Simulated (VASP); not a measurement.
Write the native input for VASP 6.6.1 that does the following.

```yaml
Task: relaxation of cell and atoms
Functional: PBE
Potentials_or_basis: VASP PAW PBE potentials, release 64 (In_d, Pd)
Cutoff: 600 eV
k_mesh: 8 × 8 × 8
Occupations: fermi-dirac, width 0.05 eV
Spin: no spin polarisation
Further_INCAR_settings: ALGO = Fast; EDIFF = 1e-07; IBRION = 2; EDIFFG = -0.005; NSW = 60; ISIF = 3
```

The structure of InPd lies in POSCAR:

```
InPd
1.0
    0.0000000000      2.7460700000      2.7460700000
    2.7460700000      0.0000000000      2.7460700000
    2.7460700000      2.7460700000      0.0000000000
In Pd
1 1
Direct
    0.0000000000      0.0000000000      0.0000000000
    0.5000000000      0.5000000000      0.5000000000
```

The cell was built by a generator and needn't be a form met in nature.

One way to write it, as run:

INCAR

```
PREC = Accurate ; ENCUT = 600
EDIFF = 1E-7 ; ISMEAR = -1
SIGMA = 0.05 ; LREAL = F
LASPH = T ; NELM = 80
ALGO = Fast ; ISIF = 3
LWAVE = F ; LCHARG = F
GGA = PE ; IBRION = 2
NSW = 60 ; EDIFFG = -0.005
```

KPOINTS

```
Automatic mesh
0
Gamma
  8 8 8
```

Potentials or basis: VASP PAW PBE potentials, release 64 (In_d, Pd).

The run is started by

```console
$ cat potpaw_PBE.64/In_d/POTCAR potpaw_PBE.64/Pd/POTCAR > POTCAR
$ mpirun -np 1 vasp_std > vasp.out
```

Results of the run:

| Quantity | Value |
| --- | --- |
| Relaxed volume | 20.76 Å³/atom |
| Relaxed cell | a = 3.887 Å, b = 3.887 Å, c = 3.887 Å, α = 60.00°, β = 60.00°, γ = 60.00° |
| Space group after relaxing (to 0.05 Å) | Fm-3m (No. 225) |
| Energy gained by relaxing | 0.0 meV/atom |
| Ionic steps | 5 |
| Pressure after relaxing | 0.0 GPa |
| Band gap on the k mesh | none (metal or under the smearing width) |

Run time: 60 s on 1 thread of AMD EPYC 9R45 (Zen 5) (shared host), peak memory 0.16 GiB.
